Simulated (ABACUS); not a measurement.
# PbSe (Clausthalite) (Fm-3m) in ABACUS: reference runs

How does PbSe (Clausthalite) come out in PBEsol? The cell is run as given.

Program: ABACUS 3.10.1. These are calculated values, not measurements. Logs are shortened: lines on timing, memory, paths and dates and some standing lists are left out, and cuts for length are marked.

**Experimental background.**

From a printed reference work, monograph, for a bulk crystal of PbSe at 300 K: band gap 0.28 eV (direct).

The results are compared with them further down.

## (1) The structure

It takes space group Fm-3m (No. 225, cubic). The conventional cell has a = 6.121 Å, b = 6.121 Å, c = 6.121 Å, α = 90.00°, β = 90.00°, γ = 90.00°. Pb (site symmetry m-3m) is surrounded by 6 Se at 3.06 Å. Se (site symmetry m-3m) has 6 Pb at 3.06 Å as nearest neighbours.

## (2) Single point, PBEsol

Input file INPUT:

```
INPUT_PARAMETERS
suffix              PbSe
calculation         scf
basis_type          pw
pseudo_dir          ./
symmetry            1
dft_functional      pbesol
ecutwfc             87
pseudo_rcut         7
nspin               1
nbands              19
ks_solver           dav
smearing_method     fd
smearing_sigma      0.00367493
scf_thr             1e-08
scf_nmax            100
mixing_type         broyden
mixing_beta         0.7
cal_force           1
cal_stress          1
kpar                4
```

Input file STRU:

```
ATOMIC_SPECIES
Pb 207.2000 Pb.upf
Se 78.9710 Se.upf

LATTICE_CONSTANT
1.8897261246

LATTICE_VECTORS
0.0000000000 3.0606500000 3.0606500000
3.0606500000 0.0000000000 3.0606500000
3.0606500000 3.0606500000 0.0000000000

ATOMIC_POSITIONS
Direct

Pb
0.0
1
0.0000000000 0.0000000000 0.0000000000 1 1 1

Se
0.0
1
0.5000000000 0.5000000000 0.5000000000 1 1 1
```

Input file KPT:

```
K_POINTS
0
Gamma
8 8 8 0 0 0
```

Potentials or basis: PseudoDojo NC SR 0.4.1 PBEsol standard, plane waves.

Run with:

```console
$ OMP_NUM_THREADS=1 mpirun -np 4 abacus > log
```

running log:

```text
ABACUS v3.10.1

               Atomic-orbital Based Ab-initio Computation at UStc

 ------------------------------------------------------------------------------------

 READING GENERAL INFORMATION
                           global_out_dir = OUT.PbSe/
                           global_in_card = INPUT
                               pseudo_dir = ./
                              orbital_dir =
                                    DSIZE = 4
                                    GSIZE = 1

 READING UNITCELL INFORMATION
                                    ntype = 2
                  lattice constant (Bohr) = 1.88973
              lattice constant (Angstrom) = 1

 READING ATOM TYPE 1
                               atom label = Pb
                      L=0, number of zeta = 1
                      L=1, number of zeta = 1
                      L=2, number of zeta = 1
             number of atom for this type = 1

 READING ATOM TYPE 2
                               atom label = Se
                      L=0, number of zeta = 1
                      L=1, number of zeta = 1
                      L=2, number of zeta = 1
             number of atom for this type = 1

                        TOTAL ATOM NUMBER = 2
DIRECT COORDINATES
    atom                   x                   y                   z     mag                  vx                  vy                  vz
taud_Pb1            0.0000000000        0.0000000000        0.0000000000  0.0000        0.0000000000        0.0000000000        0.0000000000
taud_Se1            0.5000000000        0.5000000000        0.5000000000  0.0000        0.0000000000        0.0000000000        0.0000000000

                          Volume (Bohr^3) = 386.961
                             Volume (A^3) = 57.3417

 Lattice vectors: (Cartesian coordinate: in unit of a_0)
                   +0            +3.06065            +3.06065
             +3.06065                  +0            +3.06065
             +3.06065            +3.06065                  +0
 Reciprocal vectors: (Cartesian coordinate: in unit of 2 pi/a_0)
            -0.163364           +0.163364           +0.163364
            +0.163364           -0.163364           +0.163364
            +0.163364           +0.163364           -0.163364
 The esolver type has been set to : ksdft_pw

                PAO radial cut off (Bohr) = 7

 Read in pseudopotential file is Pb.upf
                     pseudopotential type = NC
          exchange-correlation functional = PBESOL
                 nonlocal core correction = 1
                        valence electrons = 14
                                     lmax = 2
                           number of zeta = 3
[... 7 lines left out ...]
                PAO radial cut off (Bohr) = 7

 Read in pseudopotential file is Se.upf
                     pseudopotential type = NC
          exchange-correlation functional = PBESOL
                 nonlocal core correction = 1
                        valence electrons = 16
                                     lmax = 2
                           number of zeta = 3
[... 5 lines left out ...]
                           L of projector = 2
                           L of projector = 2
     initial pseudo atomic orbital number = 18

 SETUP THE ELECTRONS NUMBER
            electron number of element Pb = 14
      total electron number of element Pb = 14
            electron number of element Se = 16
      total electron number of element Se = 16
            AUTOSET number of electrons:  = 30
                           occupied bands = 15
                                   NBANDS = 19
                                   NLOCAL = 18

%%%%%%%%%%%%%%%%%%%%%%%%%%%%%%%%%%%%%%%%%%%%%%%%%%%%%%%%%%%%%%%%%%%%%%%%%%%%%%%%%%%%%%%%%%%%%%%%%%%%%%%%%%
 Warning: the number of valence electrons in pseudopotential > 4 for Pb: [Xe] 4f14 5d10 6s2 6p2
 Warning: the number of valence electrons in pseudopotential > 6 for Se: [Ar] 3d10 4s2 4p4
 Pseudopotentials with additional electrons can yield (more) accurate outcomes, but may be less efficient.
 If you're confident that your chosen pseudopotential is appropriate, you can safely ignore this warning.
%%%%%%%%%%%%%%%%%%%%%%%%%%%%%%%%%%%%%%%%%%%%%%%%%%%%%%%%%%%%%%%%%%%%%%%%%%%%%%%%%%%%%%%%%%%%%%%%%%%%%%%%%%

 SETUP THE PLANE WAVE BASIS
 energy cutoff for charge/potential (unit:Ry) = 348
            fft grid for charge/potential = [ 50, 50, 50 ]
                        fft grid division = [ 1, 1, 1 ]
        big fft grid for charge/potential = [ 50, 50, 50 ]
                                     nbxx = 125000
                                     nrxx = 125000

 SETUP PLANE WAVES FOR CHARGE/POTENTIAL
                    number of plane waves = 42615
                         number of sticks = 1615

 PARALLEL PW FOR CHARGE/POTENTIAL
     PROC   COLUMNS(POT)             PW
        1           1615          42615
 --------------- sum -------------------
        1           1615          42615
                            number of |g| = 396
                                  max |g| = 31.4649
                                  min |g| = 0

----------- Double Check Mixing Parameters Begin ------------
mixing_type: broyden
mixing_beta: 0.7
mixing_gg0: 1
mixing_gg0_min: 0.1
mixing_ndim: 8
----------- Double Check Mixing Parameters End ------------

 LATTICE VECTORS: (CARTESIAN COORDINATE: IN UNIT OF A0)
                   +0            +3.06065            +3.06065
             +3.06065                  +0            +3.06065
             +3.06065            +3.06065                  +0
                       right hand lattice = 1
                                   NORM_A = 4.32841
                                   NORM_B = 4.32841
                                   NORM_C = 4.32841
                           ALPHA (DEGREE) = 60
                           BETA  (DEGREE) = 60
                           GAMMA (DEGREE) = 60

 The lattice vectors have been changed (STRU_SIMPLE.cif)

(for optimal symmetric configuration:)
                             BRAVAIS TYPE = 3
                     BRAVAIS LATTICE NAME = 03. Cubic F (face-centered)
                                    ibrav = 3
                                    IBRAV = 3
                                  BRAVAIS = FACE CENTERED CUBIC
                       LATTICE CONSTANT A = 6.1213
Original cell was already a primitive cell.
                        ROTATION MATRICES = 48
              PURE POINT GROUP OPERATIONS = 48
                   SPACE GROUP OPERATIONS = 48
                              POINT GROUP = O_h
               POINT GROUP IN SPACE GROUP = O_h

 SETUP K-POINTS
                                    nspin = 1
                   Input type of k points = Monkhorst-Pack(Gamma)
                                   nkstot = 512
                       right hand lattice = 1
(for reciprocal lattice: )
                             BRAVAIS TYPE = 2
                     BRAVAIS LATTICE NAME = 02. Cubic I (body-centered)
                                    ibrav = 2
                       right hand lattice = 1
(for k-lattice: )
                             BRAVAIS TYPE = 2
                     BRAVAIS LATTICE NAME = 02. Cubic I (body-centered)
                                    ibrav = 2
                       right hand lattice = 1
                        ROTATION MATRICES = 48
                               nkstot_ibz = 29
K-POINTS REDUCTION ACCORDING TO SYMMETRY
     IBZ    DIRECT_X    DIRECT_Y    DIRECT_Z  WEIGHT  ibz2bz
       1  0.00000000  0.00000000  0.00000000  0.0020       0
       2  0.12500000  0.12500000  0.12500000  0.0156       1
       3  0.25000000  0.25000000  0.25000000  0.0156       2
       4  0.37500000  0.37500000  0.37500000  0.0156       3
       5  0.50000000  0.50000000  0.50000000  0.0078       4
       6  0.12500000  0.12500000  0.00000000  0.0117       9
[... 21 lines left out ...]
      28 -0.12500000  0.50000000  0.37500000  0.0234     101
      29  0.50000000  0.25000000 -0.25000000  0.0117     166

                               nkstot now = 29
[... K-POINTS DIRECT COORDINATES: 29 rows ...]

           k-point number in this process = 8
       minimum distributed K point number = 7
[... stars of the k points ...]

[... K-POINTS CARTESIAN COORDINATES: 8 rows ...]

[... K-POINTS DIRECT COORDINATES: 8 rows ...]

 SETUP PLANE WAVES FOR WAVE FUNCTIONS
     energy cutoff for wavefunc (unit:Ry) = 87
              fft grid for wave functions = [ 50, 50, 50 ]
                    number of plane waves = 6183
                         number of sticks = 439

 PARALLEL PW FOR WAVE FUNCTIONS
     PROC   COLUMNS(POT)             PW
        1            439           6183
 --------------- sum -------------------
        1            439           6183

 SETUP NONLOCAL PSEUDOPOTENTIALS IN PLANE WAVE BASIS
 Pb non-local projectors:
 projector 1 L=0
 projector 2 L=0
 projector 3 L=1
 projector 4 L=1
 projector 5 L=2
 projector 6 L=2
 Se non-local projectors:
 projector 1 L=0
 projector 2 L=0
 projector 3 L=1
 projector 4 L=1
 projector 5 L=2
 projector 6 L=2
      TOTAL NUMBER OF NONLOCAL PROJECTORS = 36

 Init Non-Local PseudoPotential table :
 Init Non-Local-Pseudopotential done.

                                     npwx = 5342

 Make real space PAO into reciprocal space.
       max mesh points in Pseudopotential = 701
     dq(describe PAO in reciprocal space) = 0.01
                                    max q = 1124

 number of pseudo atomic orbitals for Pb is 3
WARNING: norm of atomic wavefunction # 2 of atomic type Pb is 0.999895, renormalized
WARNING: norm of atomic wavefunction # 3 of atomic type Pb is 0.990856, renormalized

 number of pseudo atomic orbitals for Se is 3
WARNING: norm of atomic wavefunction # 2 of atomic type Se is 0.999994, renormalized
WARNING: norm of atomic wavefunction # 3 of atomic type Se is 0.999458, renormalized

 -------------------------------------------
[... 5 lines left out ...]

 Notice: Threshold on eigenvalues was too large.
 hsover_error=0.3 > DRHO=0.0725694
 Origin diag ethr = 0.01
 New diag ethr = 0.000241898

 Density error is 0.0717673188131
                          Error Threshold = 0.000241898049092
----------------------------------------------------------
     Energy           Rydberg                 eV
----------------------------------------------------------
 E_KohnSham     -382.8144754845      -5208.4581434704
 E_Harris       -381.2290377548      -5186.8871565229
 E_Fermi        0.6823393973         9.2837037726
----------------------------------------------------------
[... 63 lines left out ...]
 Density error is 4.40787373597e-09
                          Error Threshold = 1.88171713564e-10
----------------------------------------------------------
     Energy           Rydberg                 eV
----------------------------------------------------------
 E_KohnSham     -382.8358014480      -5208.7482980890
 E_KS(sigma->0) -382.8357816137      -5208.7480282298
 E_Harris       -382.8356420649      -5208.7461295705
 E_band         -30.5738496095       -415.9785644837
 E_one_elec     -173.7825823036      -2364.4333324832
 E_Hartree      99.8645134465        1358.7264108697
 E_xc           -87.5612922434       -1191.3324987538
 E_Ewald        -221.3564006788      -3011.7083380034
 E_entropy(-TS) -0.0000396686        -0.0005397184
 E_descf        0.0000000000         0.0000000000
 E_exx          0.0000000000         0.0000000000
 E_Fermi        0.6933870171         9.4340143521
----------------------------------------------------------

 charge density convergence is achieved
 final etot is -5208.7482981 eV
 EFERMI = 9.4340143521 eV

 STATE ENERGY(eV) AND OCCUPATIONS    NSPIN == 1
 1/8 kpoint (Cartesian) = 0.0000 0.0000 0.0000 (5209 pws)
       1       -37.9775     0.00390625
       2       -37.9775     0.00390625
       3       -37.9751     0.00390625
       4       -37.9751     0.00390625
       5       -37.9751     0.00390625
       6       -7.41047     0.00390625
[... 11 lines left out ...]
      18        14.0129    6.60796e-43
      19        15.7968    2.11484e-58
[... 88 lines left out ...]
       3       -37.9751      0.0234375
       4       -37.9751      0.0234375
       5       -37.9751      0.0234375
       6       -7.41844      0.0234375
[... 11 lines left out ...]
      18        13.8655    7.56532e-41
      19        14.8374    2.73204e-49

[... levels at 2 further k points ...]

------------------------------------------------------------------------------------------
 TOTAL-FORCE (eV/Angstrom)
------------------------------------------------------------------------------------------
                       Pb1         0.0000000000         0.0000000000         0.0000000000
                       Se1         0.0000000000         0.0000000000         0.0000000000
------------------------------------------------------------------------------------------

----------------------------------------------------------------
 TOTAL-STRESS (KBAR)
----------------------------------------------------------------
        -4.9991145838        -0.0000000000        -0.0000000000
        -0.0000000000        -4.9991145838         0.0000000000
        -0.0000000000         0.0000000000        -4.9991145838
----------------------------------------------------------------
 TOTAL-PRESSURE: -4.999115 KBAR

 --------------------------------------------
 !FINAL_ETOT_IS -5208.7482980890181352 eV
 --------------------------------------------
```

Run time: 14 s. Hardware: 4 MPI ranks of AMD EPYC 7R43 (Zen 3), shared host; peak memory 0.48 GiB.

Results:

| Property | Result |
| --- | --- |
| Free energy | -5208.7483 eV |
| Pressure | -0.5 GPa |
| Band gap on the k mesh | 0.21 eV, direct |

Levels at points of the mesh, in eV from the valence-band top:
| k point | band 11 | band 12 | band 13 | band 14 | band 15 | band 16 | band 17 | band 18 |
| --- | --- | --- | --- | --- | --- | --- | --- | --- |
| (0.00, 0.00, 0.00) | -13.60 | -6.33 | -1.86 | -1.86 | -1.86 | 4.68 | 4.68 | 4.68 |
| (0.50, 0.50, 0.50) | -12.53 | -8.83 | -1.45 | -1.45 | 0.00 | 0.21 | 1.66 | 1.66 |
| (0.50, 0.50, 0.00) | -12.16 | -7.40 | -5.01 | -3.24 | -3.24 | 3.60 | 5.59 | 5.59 |

Caveat: spin-orbit coupling is left out, which as a rule narrows the gap of such compounds by several tenths of an eV.

## (3) How close it comes

Step 2. Against the measured gap of PbSe, 0.28 eV (direct; 300 K; a printed reference work, monograph), the calculated 0.21 eV is off by -0.07 eV. 2 values of this kind are on record (0.15 to 0.28 eV); this one was drawn at random. Spin-orbit coupling on Pb, Se is left out. The value is that of PBEsol on a finite k mesh, which can miss the band edges, without temperature or zero-point motion. Semilocal functionals fall short of measured gaps as a rule.
